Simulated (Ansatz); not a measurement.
Write the native input for Ansatz 0.2.0 that does the following.

```
Task                : single point
Functional          : PBE
Potentials or basis : all-electron LAPW, scalar-relativistic
Cutoff              : 249 eV (chosen from the basis error)
Basis error allowed : 0.001 eV/atom
k mesh              : 11 × 11 × 11
Occupations         : gaussian, width 0.014 eV
Spin                : no spin polarisation
```

Au:

```
Au
1.0
     0.00000    2.03500    2.03500
     2.03500    0.00000    2.03500
     2.03500    2.03500    0.00000
Au
1
Direct
  0.00000 0.00000 0.00000
```

These files were run (other wordings do the same):

input.yaml

```yaml
crystal:
  lattice:
    - [0.0, 2.035, 2.035]
    - [2.035, 0.0, 2.035]
    - [2.035, 2.035, 0.0]
  atoms:
    - { symbol: Au, position: [0.0, 0.0, 0.0] }
kpoints:
  mp_grid: { grid: [11, 11, 11] }
scf:
  occupations: { method: gaussian, width: 0.014 }
hamiltonian:
  xc: pbe
  pseudopotentials: { kind: all_electron, lapw: { basis_error: 0.001 } }
output:
  forces: true
  stress: true
  eigenvalues: true
```

Potentials or basis: all-electron LAPW, scalar-relativistic.

Run with:

```console
$ ansatz run input.yaml --threads 1 --pin off --max-ram 3072MiB --backend cpu --events-out ev --progress --plain --runs-dir out
```

Results of the run:

| Item | Value |
| --- | --- |
| Pressure | 10.8 GPa |
| Band gap on the k mesh | none (metal or under the smearing width) |

It took 7.5 s on 1 thread of Arm Neoverse V1 (shared host), peak memory 0.27 GiB.
